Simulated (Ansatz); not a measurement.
input.yaml

```yaml
crystal:
  lattice:
    - [3.0360269997, 0.0, 0.0]
    - [-1.5180134999, 2.6292765083, 0.0]
    - [0.0, 0.0, 5.1567102]
  atoms:
    - { symbol: Al, position: [0.3333333333, 0.6666666667, -0.0120530333] }
    - { symbol: Al, position: [0.6666666667, 0.3333333333, 0.4879469667] }
    - { symbol: "N", position: [0.3333333333, 0.6666666667, 0.3970530333] }
    - { symbol: "N", position: [0.6666666667, 0.3333333333, 0.8970530333] }
basis:
  ecutwfc: 420
kpoints:
  mp_grid: { grid: [9, 9, 6] }
hamiltonian:
  xc: pbesol
scf:
  occupations: { method: gaussian, width: 0.02 }
output:
  forces: true
  stress: true
  eigenvalues: true
```

It can be run as
```bash
ansatz run input.yaml --threads 1 --pin off --backend cpu --events-out ev --progress --plain --runs-dir out  # memory cap (--max-ram) not shown
```

These are results of Ansatz, DFT PBEsol, scalar-relativistic, plane waves, PAW, not measurements.

Abridged output:

```
Pseudopotentials: kind: paw
Pseudopotential: Al, paw, valence charge 3, recommended cutoff 420 eV (normal)
Pseudopotential: N, paw, valence charge 5, recommended cutoff 420 eV (normal)
Functional definition: PBEsol
Crystal: 4 atoms, lattice volume = 41.164 Å³
Basis set: ecut = 420 eV, 785 PW (Γ), exchange–correlation on 48×48×72 points (8 copies of the dense FFT grid, shifted against one another)
Bands: 12, of which v1, the nominal top of the filled ones, is band 8 counted from 1 (7 counted from 0)
Symmetry: 12 space group operations
Space group: P63mc (ITA 186), of the structure as read, at distance tolerance 3.5e-5 Å
k-points: 48 of 486 (time reversal used)
Initial density: superposition of atomic densities (neutral atoms: chi_scale 0, normalization atom), corrected by the library's trained network
Initial wavefunctions: pseudopotential atomic-orbital guess
Functional: x = pbesol(κ = 0.804, μ = 0.12345679), c = pbesol(β = 0.046)
SCF iter   1: F=—  HF=-1811.485255 eV  |F-HF|=—  |Δ(HF+E_count)|=         —  Δρ=1.03e-2  dr2=4.58e-2  ethr=1.77e-3  ⟨swp⟩=6.2  Hψ=3986  notcnv=0
SCF iter   2: F=—  HF=-1811.472253 eV  |F-HF|=—  |Δ(HF+E_count)|=   1.30e-2  Δρ=1.38e-3  dr2=8.15e-4  ethr=2.86e-4  ⟨swp⟩=3.0  Hψ=1441  notcnv=0
SCF iter   3: F=—  HF=-1811.472105 eV  |F-HF|=—  |Δ(HF+E_count)|=   1.48e-4  Δρ=5.05e-4  dr2=5.72e-5  ethr=5.10e-6  ⟨swp⟩=2.0  Hψ=907  notcnv=0
SCF iter   4: F=—  HF=-1811.472099 eV  |F-HF|=—  |Δ(HF+E_count)|=   5.38e-6  Δρ=2.10e-5  dr2=6.56e-8  ethr=3.57e-7  ⟨swp⟩=1.1  Hψ=599  notcnv=0
SCF iter   5: F=-1811.472100 eV  HF=-1811.472100 eV  |F-HF|=3.82e-10  |Δ(HF+E_count)|=   7.52e-8  Δρ=3.66e-6  dr2=2.49e-9  ethr=4.10e-10  ⟨swp⟩=2.0  Hψ=956  notcnv=0
SCF iter   6: F=-1811.472100 eV  HF=-1811.472100 eV  |F-HF|=2.89e-11  |Δ(HF+E_count)|=  1.26e-10  Δρ=3.26e-7  dr2=4.29e-11  ethr=1.56e-11  ⟨swp⟩=1.5  Hψ=1762  notcnv=0
SCF 1 converged in 6 iterations: F = -1811.472100 eV  dr2 = 4.29e-11
SCF converged after 6 iterations
Free energy (F): -1811.472100 eV
Harris-Foulkes:  -1811.472100 eV  (|F-HF|=2.89e-11)
Internal energy: -1811.472100 eV  (E = F + TS)
E sigma→0 (E₀):  -1811.472100 eV
Fermi energy:    9.316915 eV
--- Per-component energies (eV) ---
  E_band       = 30.049771
  E_kinetic    = 320.378975
  E_local      = -448.895755  (includes V_loc(G=0)·N_el)
  E_nonlocal   = 112.424918
  E_hartree    = 154.595186
  E_xc         = -202.094640
  E_vxc        = -215.793148  (∫ρ·V_xc dr)
  E_paw        = -1156.123308  (= ΣΔE_a)
  E_vpaw       = -47.255760  (= ΣTr[D̂ρ^β])
  E_aug_tail   = 0.000185  (compensation charges beyond the density's cutoff)
  E_ewald      = -591.852137
  E_core_change = 0.094476  (= ΣΔE_core)
  E_smearing   =  0.000000  (= −TS)
--- Forces (eV/Å), atoms counted from 1 ---
  atom   1  Al     0.00000000     0.00000000     1.48777621
  atom   2  Al     0.00000000     0.00000000     1.48777621
  atom   3  N      0.00000000     0.00000000    -1.48777118
  atom   4  N      0.00000000     0.00000000    -1.48777118
--- Stress (GPa, compression-positive) ---
       20.865979       0.000000       0.000000
        0.000000      20.865979       0.000000
        0.000000       0.000000     -13.562437
  P = ⅓ Tr σ = 9.3898 GPa (93.898 kbar)
--- Band table (eV; the first three rows and the last of 48) ---
  k-point 0: bands = ["-8.0827", "-6.1681", "1.1238", "6.3024", "6.3024", "6.7997", "6.7997", "7.3593", "11.2746", "14.5453", "17.7501", "18.8698"]
  k-point 1: bands = ["-7.9864", "-6.3484", "1.4796", "6.3343", "6.3343", "6.6597", "6.7645", "6.7645", "11.8861", "14.5764", "17.5742", "18.7978"]
  k-point 2: bands = ["-7.7075", "-6.7829", "2.4319", "5.2549", "6.4222", "6.4222", "6.6704", "6.6704", "13.0221", "14.5224", "17.2822", "17.9950"]
  k-point 47: bands = ["-5.4038", "-5.4038", "2.4301", "2.4301", "3.0448", "3.0448", "6.4234", "6.4234", "14.4106", "14.4106", "14.4621", "14.4621"]
```

The calculation finished and met its thresholds.